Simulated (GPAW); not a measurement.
# Calculated records

```json
{"subject": "CaSe (honeycomb monolayer): G0W0 with GPAW, start to end", "lattice_ang": [[4.6831, 0.0, 0.0], [-2.3416, 4.0557, 0.0], [0.0, 0.0, 11.4]], "atoms": [["Ca", 0.3333, 0.6667, 0.4988], ["Se", 0.6667, 0.3333, 0.5012]], "method": "DFT, LDA, plane waves, PAW (and 1 further level or step)", "program": "GPAW 26.7.0", "settings": "cutoff 450 eV, GPAW PAW setups 1.2.1 data release, 6×6×1 k-mesh, nbands 361", "notes": "The structure was relaxed with LDA. Limits: no spin-orbit coupling.", "results": {"lda_gap": "2.99 eV, indirect", "g0w0_gap_on_the_mesh": "5.39 eV", "gw_settings": "6×6×1 mesh, 163 bands, screening to 48 eV, full frequency, Hilbert transform", "known_limits": "short of the basis limit; no spin-orbit coupling"}}
```

[Long decimals in the printed logs are rounded to 6 places.]

[Logs are printed without paths, hosts, clocks, repeated set-up lines and the standing remarks that a program may print on its own settings, such as how far it seeks lower states.]

[Paths, hosts, dates, memory and timing lines, banners, echoed tables and standing remarks are left out of the program output; an Ansatz launch command may be rebuilt from the run's recorded settings. Measured values are a selection of at most five: reports struck by readers or far from the other reports are left out. None is set beside runs whose start may be inverted or whose files or cutoffs have a known fault.]

[Runs of the session that timed out or met a known fault of the program may be left out.]

[Hosts, paths, dates, database ids (printed as entryN), source tags and the programs' standing remarks are cut or masked in the printed files.]

[Where the starting crystal was built by hand or by swapping elements, it need not be the compound's stable phase.]
